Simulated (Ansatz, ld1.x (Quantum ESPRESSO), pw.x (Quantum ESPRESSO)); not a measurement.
**pw.x on bcc Al: one setting changed**

Potential: PAW, ld1.x (Quantum ESPRESSO) 7.5, PBE; core [Ne], reference 3s2 3p1; waves: 3s (bound): rcut 2.12, rcutus 2.36 bohr; 3s channel at 0.15 Ry: rcut 2.12, rcutus 2.36 bohr; 3p (bound): rcut 1.28, rcutus 1.76 bohr; 3p channel at 0.75 Ry: rcut 1.28, rcutus 1.76 bohr; 3d channel at 0.05 Ry: rcut 1.56, rcutus 1.94 bohr; 3d channel at 1.5 Ry: rcut 1.56, rcutus 1.94 bohr; local part: all-electron potential smoothed inside 1.56 bohr (lloc = -2); core correction: a·sin(br)/r model core inside 1.60 bohr; augmentation: PSQ, inside the norm-conserving radii.

The reference run (k-mesh 14³, cutoffs 40/360 Ry, Fermi–Dirac 0.01 Ry, mixing_beta 0.4, conv_thr 1e-9, no spin) gives 0.10 GPa at 16.945 Å³/atom, where all-electron LAPW gives 0.07 GPa. This run, with its own iteration cap, changes startingwfc to atomic.

```
&control
  calculation='scf', prefix='x', pseudo_dir='./', outdir='./tmp', tstress=.true., disk_io='none'
/
&system
  ibrav=0, nat=1, ntyp=1, ecutwfc=40, ecutrho=360, nbnd=8,
  occupations='smearing', smearing='fd', degauss=0.01
/
&electrons
  conv_thr=1e-09, mixing_beta=0.4, electron_maxstep=50, startingwfc='atomic'
/
ATOMIC_SPECIES
Al 1.0 Al.UPF
CELL_PARAMETERS angstrom
  -1.61805716 1.61805716 1.61805716
  1.61805716 -1.61805716 1.61805716
  1.61805716 1.61805716 -1.61805716
ATOMIC_POSITIONS crystal
Al 0.0000 0.0000 0.0000
K_POINTS automatic
14 14 14 0 0 0
```

```bash
pw.x < Al.scf.in > Al.scf.out
```

Task: How does the run end?

Result: It converges in 6 iterations; the free energy moves by +0.0 meV/atom and the pressure by +0.00 GPa. The result is that of the reference run.

```
Message from routine setup:
     using ibrav=0 with symmetry is DISCOURAGED, use correct ibrav instead
     lattice parameter (alat)  =       5.2961  a.u.
     unit-cell volume          =     114.3505 (a.u.)^3
     number of electrons       =         3.00
     number of Kohn-Sham states=            8
     kinetic-energy cutoff     =      40.0000  Ry
     charge density cutoff     =     360.0000  Ry
     scf convergence threshold =      1.0E-09
     Exchange-correlation= SLA  PW   PBX  PBC
     number of k points=   104  Fermi-Dirac smearing, width (Ry)=  0.0100
     iteration #  1     ecut=    40.00 Ry     beta= 0.40
     total energy              =     -39.49700928 Ry
     estimated scf accuracy    <       0.00519819 Ry
     iteration #  2     ecut=    40.00 Ry     beta= 0.40
     total energy              =     -39.49669667 Ry
     estimated scf accuracy    <       0.00170082 Ry
     iteration #  3     ecut=    40.00 Ry     beta= 0.40
     total energy              =     -39.49674650 Ry
     estimated scf accuracy    <       0.00000213 Ry
     iteration #  4     ecut=    40.00 Ry     beta= 0.40
     total energy              =     -39.49674846 Ry
     estimated scf accuracy    <          8.9E-09 Ry
     iteration #  5     ecut=    40.00 Ry     beta= 0.40
     total energy              =     -39.49674852 Ry
     estimated scf accuracy    <          1.4E-09 Ry
     iteration #  6     ecut=    40.00 Ry     beta= 0.40
     the Fermi energy is     7.6319 ev
!    total energy              =     -39.49674852 Ry
     estimated scf accuracy    <          2.1E-11 Ry
     smearing contrib. (-TS)   =      -0.00174076 Ry
     The total energy is F=E-TS. E is the sum of the following terms:
     one-electron contribution =       3.11646376 Ry
     hartree contribution      =       0.00296218 Ry
     xc contribution           =      -2.03260029 Ry
     ewald contribution        =      -5.35586600 Ry
     one-center paw contrib.   =     -35.22596740 Ry
     convergence has been achieved in   6 iterations
          total   stress  (Ry/bohr**3)                   (kbar)     P=        0.99
     Message from routine punch:
     Nothing written, as per user request (disk_io='none')
```

The run took about 8.6 s on one core of a shared host (Neoverse-V1, 32 threads, 247 GiB, load 18).
